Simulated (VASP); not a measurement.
A run of VASP 6.6.1 is set up as follows.

File INCAR:

```
  PREC = Accurate
  ENCUT = 600
  EDIFF = 1E-7
  ISMEAR = 0
  SIGMA = 0.03
  LREAL = F
  LASPH = T
  NELM = 80
  ALGO = Normal
  ISIF = 3
  LWAVE = F
  LCHARG = F
  GGA = PE
  IVDW = 12
  IBRION = 2
  NSW = 90
  EDIFFG = -0.005
  PSTRESS = 720.0
```

Contents of KPOINTS:

```
Automatic mesh
0
Gamma
  10 10 4
```

The input POSCAR:

```
Br                                      
1.0
    2.2382664163     -1.8053061566     -0.0000000000
    2.2382664163      1.8053061566      0.0000000000
    0.0000000000      0.0000000000      7.2403192192
  Br            
     4
Direct
     0.2496576399404065    0.7503423600595933    0.6250057769069525
     0.7503423600595933    0.2496576399404065    0.3749942230930473
     0.2503423600595936    0.7496576399404067    0.1250057769069527
     0.7496576399404067    0.2503423600595936    0.8749942230930475
```

Potentials or basis: VASP PAW PBE potentials, release 64 (Br).

The run is started by

```sh
$ cat potpaw_PBE.64/Br/POTCAR > POTCAR
$ mpirun -np 1 vasp_std > vasp.out
```

Task: Estimate the dispersion energy per atom.

Result: -0.504 eV.

Task: Predict the band gap on the k mesh.

Result: None (metal or under the smearing width).

Task: Predict the relaxed volume.

Result: 14.63 Å³/atom.

Forces in eV/Å, atoms in the order of the input:
```
Br   0.000 -0.005 -0.001
Br   0.000  0.005  0.001
Br   0.000  0.005 -0.001
Br   0.000 -0.005  0.001
```

Caveat: the cell is relaxed towards a set pressure, so the enthalpy falls and the energy may rise; pairwise dispersion overbinds metals, which lowers pressure and volume.
